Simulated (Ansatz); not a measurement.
# MnSb: pressure against volume per atom

Periodic Kohn-Sham DFT of a crystal at fixed atoms; pressure and stress are positive in compression; the energy is the free energy less that of spherical unpolarised free atoms; site moments are those in the method's own spheres, positive along +z. The results are calculated, by Ansatz 0.2.0.

Cell of the first row (space group Fm-3m, No. 225):
```
MnSb
1.0
      0.0000     2.7482     2.7482
      2.7482     0.0000     2.7482
      2.7482     2.7482     0.0000
Mn Sb
1 1
Direct
  0.00000 0.00000 0.00000
  0.50000 0.50000 0.50000
```

Settings of every row: method frozen-core PAW; functional PBE; relativity scalar; k mesh 11x11x11; filling fermi-dirac; smearing width 0.03 eV; wave cutoff 420 eV; paw set soft_2.

Atom:
```
element  start moment (bohr magneton)
     Mn                             4
     Sb                             0
```

Limits: no spin-orbit coupling on heavy atoms; the cell comes from a prototype or a list of computed structures and needn't be the stable phase; with one magnetic atom in the cell only parallel moments are possible.

```
row  volume per atom (Å³)  pressure (GPa)  cell moment (bohr magneton)
  1                20.755               ?                            ?
  2                21.188           1.361                        3.761
  3                 21.62           0.039                        3.788
  4                22.053          -1.084                        3.827
  5                22.485            -2.1                        3.865
```

Question: what pressure should row 1 give?

Worked fit of pressure. Take u = (V_r/V)^(2/3) − 1 with V_r = 21.837 Å³ an atom, which is twice the finite (Eulerian) strain; such expansions in the strain, on which the Birch-Murnaghan equation of state is built, carry the rest volume and the bulk modulus. The shown rows have u = 0.02032, 0.00668, -0.00654, -0.01931. Least squares give pressure = −0.5433 + 86.788 × u + 331.22 × u² GPa; a straight line predicts inner rows, each left out in turn, worse (root mean square 0.085 against 0.028 GPa). The rows lie off it by 0.004, -0.012, 0.013, -0.004 (root mean square 0.0093 GPa). The pressure vanishes at u = 0.0061, or V = 21.64 Å³ an atom, and there the bulk modulus at fixed shape and fractions is B = −V dP/dV = (2/3)(1 + u) dP/du = 60.9 GPa. The withheld row has u = 0.03446, so the fit gives −0.5433 + 86.788 × (0.03446) + 331.22 × (0.03446)² = 2.841 GPa.

The calculation gave 2.884 GPa. The fit lies 0.043 GPa (1.5 % of the value, 0.86 % of the column's range) below it; its largest miss of a shown row is 0.013 GPa. This row lies beyond the range of the fit.

The other values of row 1: cell moment 3.735 bohr magneton.
